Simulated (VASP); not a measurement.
# Bi (R-3m) in VASP: further runs, part 2 of 2

VASP 6.6.1.

### 3 Band structure, PBE+D3(BJ)

Contents of INCAR:

```
PREC     = Accurate       # precision mode
ENCUT    = 520            # plane-wave cutoff, eV
EDIFF    = 1E-6           # SCF threshold, eV
ISMEAR   = 1              # smearing method
SIGMA    = 0.1            # smearing width, eV
LREAL    = False          # projectors in reciprocal space
LASPH    = True           # aspherical terms in the spheres
NELM     = 80             # most SCF steps
ALGO     = Fast           # electronic algorithm
ISIF     = 2              # what is computed and relaxed
LWAVE    = False          # write WAVECAR
LCHARG   = False          # write CHGCAR
GGA      = PE             # functional
IVDW     = 12             # dispersion correction
NBANDS   = 22             # bands
ICORELEVEL= 1
```

Contents of KPOINTS:

```
Automatic mesh
0
Gamma
  12 12 10
```

Contents of POSCAR:

```
Bi                                      
1.0
    2.2656626712      1.3080809576      3.8879168449
   -2.2656626712      1.3080809576      3.8879168449
    0.0000000000     -2.6161619055      3.8879168449
  Bi            
     2
Direct
     0.2372661059115935    0.2372661059115935    0.2372661059115934
     0.7627338940884066    0.7627338940884066    0.7627338940884066
```

Contents of KPOINTS_OPT:

```
explicit points
188
Reciprocal
 0.0000000000  0.0000000000  0.0000000000 1
 0.0263157895  0.0000000000  0.0000000000 1
 0.0526315789  0.0000000000  0.0000000000 1
 0.0789473684  0.0000000000  0.0000000000 1
 0.1052631579  0.0000000000  0.0000000000 1
 0.1315789474  0.0000000000  0.0000000000 1
[... 180 lines left out ...]
 0.6298282752  0.6298282752  0.2403434497 1
 0.6298282752  0.3701717248  0.0000000000 1
```

Potentials or basis: VASP PAW PBE potentials, release 64 (Bi_d).

Command:

```bash
$ cat potpaw_PBE.64/Bi_d/POTCAR > POTCAR
$ mpirun -np 1 vasp_std > vasp.out
```

OUTCAR:

```text
PREC = Accurate
   ENCUT = 520
   EDIFF = 1E-6
   ISMEAR = 1
   LREAL = False
   LASPH = True
   NELM = 80
   ISIF = 2
   GGA = PE
   IVDW = 12
 IVDW          = 12

 ion  position               nearest neighbor table
   1  0.237  0.237  0.237-   2 3.09   2 3.09   2 3.09   2 3.44   2 3.44   2 3.44
   2  0.763  0.763  0.763-   1 3.09   1 3.09   1 3.09   1 3.44   1 3.44   1 3.44

  LATTYP: Found a trigonal (rhomboedric) cell.
 ALAT       =     4.6861712009
 COS(alpha) =     0.5324972244

  Lattice vectors:

 A1 = (   2.2656626712,   1.3080809576,   3.8879168449)
 A2 = (  -2.2656626712,   1.3080809576,   3.8879168449)
 A3 = (   0.0000000000,  -2.6161619055,   3.8879168449)

Analysis of symmetry for initial positions (statically):
=====================================================================
 Subroutine PRICEL returns:
 Original cell was already a primitive cell.

 Routine SETGRP: Setting up the symmetry group for a
 trigonal (rhombohedral) supercell.

 Subroutine GETGRP returns: Found 12 space group operations
 (whereof 12 operations were pure point group operations)
 out of a pool of 12 trial point group operations.

The static configuration has the point symmetry D_3d.

Analysis of symmetry for dynamics (positions and initial velocities):
=====================================================================
 Subroutine PRICEL returns:
 Original cell was already a primitive cell.

 Routine SETGRP: Setting up the symmetry group for a
 trigonal (rhombohedral) supercell.

 Subroutine GETGRP returns: Found 12 space group operations
 (whereof 12 operations were pure point group operations)
 out of a pool of 12 trial point group operations.

The dynamic configuration has the point symmetry D_3d.

 Subroutine INISYM returns: Found 12 space group operations
 (whereof 12 operations are pure point group operations),
 and found     1 'primitive' translations

----------------------------------------------------------------------------------------
[... 147 lines left out ...]
 RMM-DIIS sequential band-by-band and
 Methfessel and Paxton  Order N= 1 SIGMA  =   0.10
  energy-cutoff  :      520.00
  volume of cell :       69.14
 maximum number of plane-waves:      1887
   NGX = 17   NGY = 17   NGZ = 17

 number of electron      30.0000001 magnetization

 Free energy of the ion-electron system (eV)
  ---------------------------------------------------
  ext. energy  EPLUGINS =         0.00000000
  ---------------------------------------------------
  free energy    TOTEN  =        -7.74187985 eV

  energy without entropy =       -7.74195297  energy(sigma->0) =       -7.74190422

 the core state eigenenergies are
   1-  1s -90628.8672  2s -16271.6028  2p -13911.9671  3s  -3919.5611  3p  -3245.7902
       3d  -2570.7137  4s   -891.3011  4p   -670.6337  4d   -418.8724  4f   -141.6515
       5s   -146.7620  5p    -84.8576
   2-  1s -90628.8672  2s -16271.6028  2p -13911.9671  3s  -3919.5611  3p  -3245.7902
       3d  -2570.7137  4s   -891.3011  4p   -670.6337  4d   -418.8724  4f   -141.6515
       5s   -146.7620  5p    -84.8576

 E-fermi :   6.5451     XC(G=0):  -9.6253

 val. band max:        6.5421364883   @ k =   0.0833   0.0833   0.4000
 cond. band min:       6.5599117634   @ k =   0.3333   0.1667   0.2000
 fundamental gap:      0.0177752751
 Fermi energy:         6.5450755071

 k-point     1 :       0.0000    0.0000    0.0000
  band No.  band energies     occupation
      1     -16.4134      2.00000
      2     -16.4134      2.00000
      3     -16.2603      2.00000
      4     -16.2603      2.00000
      5     -16.2510      2.00000
      6     -16.0733      2.00000
[... 267 lines left out ...]
 k-point    12 :       0.4167    0.0833    0.0000
  band No.  band energies     occupation
      1     -16.3235      2.00000
      2     -16.2742      2.00000
      3     -16.2168      2.00000
      4     -16.2053      2.00000
      5     -16.1748      2.00000
      6     -16.1511      2.00000
      7     -16.1178      2.00000
      8     -16.1064      2.00000

------------------------ aborting loop because EDIFF is reached ----------------------------------------

 Edisp (eV)   -0.92386

 E8    (eV) :    -0.4590

  FORCE on cell =-STRESS in cart. coord.  units (eV):
  Direction    XX          YY          ZZ          XY          YZ          ZX
  --------------------------------------------------------------------------------------
  -------------------------------------------------------------------------------------
  Total      -0.01217    -0.01217    -0.01730     0.00000    -0.00000     0.00000
  in kB      -0.28205    -0.28205    -0.40088     0.00000    -0.00000     0.00000
  external pressure =       -0.32 kB  Pullay stress =        0.00 kB

 VOLUME and BASIS-vectors are now :
 -----------------------------------------------------------------------------
  energy-cutoff  :      520.00
  volume of cell :       69.14
      direct lattice vectors                 reciprocal lattice vectors
     2.265662671  1.308080958  3.887916845     0.220685986  0.127413113  0.085735716
    -2.265662671  1.308080958  3.887916845    -0.220685986  0.127413113  0.085735716
     0.000000000 -2.616161905  3.887916845     0.000000000 -0.254826226  0.085735716

 POSITION                                       TOTAL-FORCE (eV/Angst)
 -----------------------------------------------------------------------------------
      0.00000      0.00000      2.76741         0.000000     -0.000000     -0.001608
      0.00000      0.00000      8.89634         0.000000      0.000000      0.001608
 -----------------------------------------------------------------------------------
    total drift:                               -0.000000      0.000000     -0.000000

  FREE ENERGIE OF THE ION-ELECTRON SYSTEM (eV)
  ---------------------------------------------------
  free  energy   TOTEN  =        -8.6657419011 eV

  energy  without entropy=       -8.6658150181  energy(sigma->0) =       -8.66576627
```

OSZICAR:

```text
N       E                     dE             d eps       ncg     rms          rms(c)
DAV:   1     0.308371380946E+03    0.30837E+03   -0.16225E+04 17226   0.165E+03
DAV:   2     0.183341514591E+02   -0.29004E+03   -0.28304E+03 17438   0.439E+02
[... 12 lines left out ...]
DAV:   1     0.133038362389E+05   -0.14057E+06     8302
DAV:   2    -0.409073362739E+05   -0.54211E+05     8374
DAV:   3    -0.456183315783E+05   -0.47110E+04    10048
DAV:   4    -0.457802915429E+05   -0.16196E+03    10408
DAV:   5    -0.457870734778E+05   -0.67819E+01    11872
DAV:   6    -0.457872117205E+05   -0.13824E+00    11768
DAV:   7    -0.457872147501E+05   -0.30295E-02    11924
DAV:   8    -0.457872147998E+05   -0.49749E-04     9140
DAV:   9    -0.457872148027E+05   -0.29014E-05     6932
DAV:  10    -0.457872148037E+05   -0.10128E-05     6254
DAV:  11    -0.457872148042E+05   -0.50898E-06     6086
```

stdout:

```text
POSCAR found type information on POSCAR Bi
 POSCAR found :  1 types and       2 ions
 scaLAPACK will be used
 LDA part: xc-table for (Slater+PW92), standard interpolation
 -----------------------------------------------------------------------------
|                                                                             |
|           W    W    AA    RRRRR   N    N  II  N    N   GGGG   !!!           |
[... 14 lines left out ...]
 -----------------------------------------------------------------------------

 POSCAR, INCAR and KPOINTS ok, starting setup
 FFT: planning ... GRIDC
 FFT: planning ... GRID_SOFT
 FFT: planning ... GRID
 WAVECAR not read
 entering main loop
 Start KPOINTS_OPT (optional k-point list driver)
k-point batch [1-188\188]
```

Wall time 14 min (1 thread of Intel Xeon Platinum 8259CL at 2.50GHz (Skylake/Cascade Lake), shared host); peak memory 0.84 GiB.

Results:

- Free energy: -8.6657 eV
- Pressure: 0.0 GPa
- Band gap along the path: none (metal or under the smearing width)
- Dispersion energy per atom: -0.462 eV

Levels at the corners of the path, in eV from the Fermi level:
```
point  band 13  band 14  band 15  band 16  band 17  band 18
    Γ    -1.53    -1.25    -1.25     2.75     3.03     3.03
    L    -1.15    -1.01    -0.27    -0.27     0.35     0.76
    L    -1.15    -1.01    -0.27    -0.27     0.35     0.76
   B1    -4.18    -4.12    -0.31     0.64     5.12     5.13
    B    -4.18    -4.12    -0.31     0.64     5.12     5.13
    Z    -0.81    -0.53    -0.53     0.50     0.50     0.55
    Z    -0.81    -0.53    -0.53     0.50     0.50     0.55
    Γ    -1.53    -1.25    -1.25     2.75     3.03     3.03
    Γ    -1.53    -1.25    -1.25     2.75     3.03     3.03
    X    -4.48    -2.54    -2.52     3.03     3.14     4.65
    Q    -4.48    -2.54    -2.52     3.03     3.14     4.65
    F    -4.85    -3.13    -2.98     2.46     5.00     5.35
    F    -4.85    -3.13    -2.98     2.46     5.00     5.35
   P1    -4.55    -2.50    -2.49     2.95     3.50     4.48
   P1    -4.55    -2.50    -2.49     2.95     3.50     4.48
    Z    -0.81    -0.53    -0.53     0.50     0.50     0.55
    L    -1.15    -1.01    -0.27    -0.27     0.35     0.76
    P    -4.55    -2.50    -2.49     2.95     3.50     4.48
```

Core levels (eV, on the scale of the bands):
| atom | levels |
| --- | --- |
| 1 Bi | 1s -90628.9, 2s -16271.6, 2p -13912.0, 3s -3919.6, 3p -3245.8, 3d -2570.7, 4s -891.3, 4p -670.6, 4d -418.9, 4f -141.7, 5s -146.8, 5p -84.9 |
| 2 Bi | 1s -90628.9, 2s -16271.6, 2p -13912.0, 3s -3919.6, 3p -3245.8, 3d -2570.7, 4s -891.3, 4p -670.6, 4d -418.9, 4f -141.7, 5s -146.8, 5p -84.9 |

Caveat: spin-orbit coupling is left out, which moves the levels of the heavy elements; pairwise dispersion overbinds metals, which lowers pressure and volume.
